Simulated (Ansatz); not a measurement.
TaN:

```
Ta N
1.0
     0.00000    2.21132    2.21132
     2.21132    0.00000    2.21132
     2.21132    2.21132    0.00000
Ta N
1 1
Direct
  0.50000 0.50000 0.50000
  0.00000 0.00000 0.00000
```

The cell comes from a database or a generator and needn't be the stable form of this composition.

Program: Ansatz 0.2.0. Alike in all runs: task band structure; potentials or basis Ansatz PAW; cell as given; smearing fermi-dirac 0.05 eV. Hardware: 2 threads of Arm Neoverse V1 (shared host).

**Question.** Order these runs on this cell by their wall time, lowest first.
A. level revPBE; spin off; k mesh 10 × 10 × 10; cutoff (eV) 420
B. level r2SCAN; spin off; k mesh 10 × 10 × 10; cutoff (eV) 500
C. level PBEsol; spin SOC, no magnetisation; k mesh 7 × 7 × 7; cutoff (eV) 420

**Answer.** A (1.4 s), B (3.1 s), C (8.7 s).
